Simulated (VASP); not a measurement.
Input of a VASP 6.6.1 run:

File INCAR:

```
SYSTEM = Se
PREC = Accurate ; ENCUT = 520
EDIFF = 1E-7 ; ISMEAR = 0
SIGMA = 0.1 ; LREAL = .False.
LASPH = .True. ; NELM = 80
ALGO = Normal ; ISIF = 3
LWAVE = .False. ; LCHARG = .False.
METAGGA = R2SCAN ; LMIXTAU = .True.
IBRION = 2 ; NSW = 80
EDIFFG = -0.002 ; PSTRESS = 0.001
```

KPOINTS

```
Automatic mesh
0
Gamma
  21 21 21
  0 0 0
```

File POSCAR:

```
Se                                      
1.0
    1.9907093282      1.1493372130      1.6221259420
   -1.9907093282      1.1493372130      1.6221259420
   -0.0000000000     -2.2986744264      1.6221259423
  Se            
     1
Direct
     0.0000000000000000    0.0000000000000000    0.0000000000000000
```

Potentials or basis: VASP PAW PBE potentials, release 64 (Se).

Launch:

```bash
$ cat potpaw_PBE.64/Se/POTCAR > POTCAR
$ mpirun -np 1 vasp_std > vasp.out
```

Task: What does it give for the relaxed cell?

Result: a = 2.814 Å, b = 2.814 Å, c = 2.814 Å, α = 90.00°, β = 90.00°, γ = 90.00°.

Task: Estimate the band gap on the k mesh.

Result: None (metal or under the smearing width).

Task: Estimate the relaxed volume.

Result: 22.27 Å³/atom.

Final structure:
```xyz
1
Lattice="1.9896 1.1487 1.6244 -1.9896 1.1487 1.6244 0.0000 -2.2974 1.6244" Properties=species:S:1:pos:R:3 pbc="T T T"
Se    0.0000    0.0000    0.0000
```

Caveat: the cell is relaxed towards a set pressure, so the enthalpy falls and the energy may rise; the PAW data sets were made with another functional, which shifts forces and pressure a little.
